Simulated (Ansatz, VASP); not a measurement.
**Mg2Ge in VASP and in Ansatz**

```
Mg Ge
1.0
     0.00000    3.18430    3.18430
     3.18430    0.00000    3.18430
     3.18430    3.18430    0.00000
Mg Ge
2 1
Direct
  0.75000 0.75000 0.75000
  0.25000 0.25000 0.25000
  0.00000 0.00000 0.00000
```

Alike in both runs: task single point; functional PBE; k mesh 6 × 6 × 6; occupations gaussian, width 0.1 eV; no spin polarisation.

|  | VASP | Ansatz |
| --- | --- | --- |
| version | VASP 6.6.1 | Ansatz 0.2.0 |
| potentials or method | VASP PAW PBE potentials, release 64 (Mg, Ge_d) | scalar-relativistic, plane waves, PAW |
| plane-wave cutoff (eV) | 520 | 420 |
| valence electrons in the cell | 18 | 34 |

|  | VASP | Ansatz | Ansatz less VASP |
| --- | --- | --- | --- |
| gap on the k mesh at the Fermi level (eV) | 0.13 | 0.14 | +0.002 |
| least direct gap on the mesh (eV) | 1.08 | 1.08 | +0.004 |
| pressure (GPa) | 1.1 | 1.2 | +0.16 |

With one functional, cell and mesh, what is left measures potentials, basis and numerics. The two sets of potentials don't hold the same shells in valence.

A k mesh can miss the band edges. PBE gaps usually lie below the measured ones, often by a third to a half.
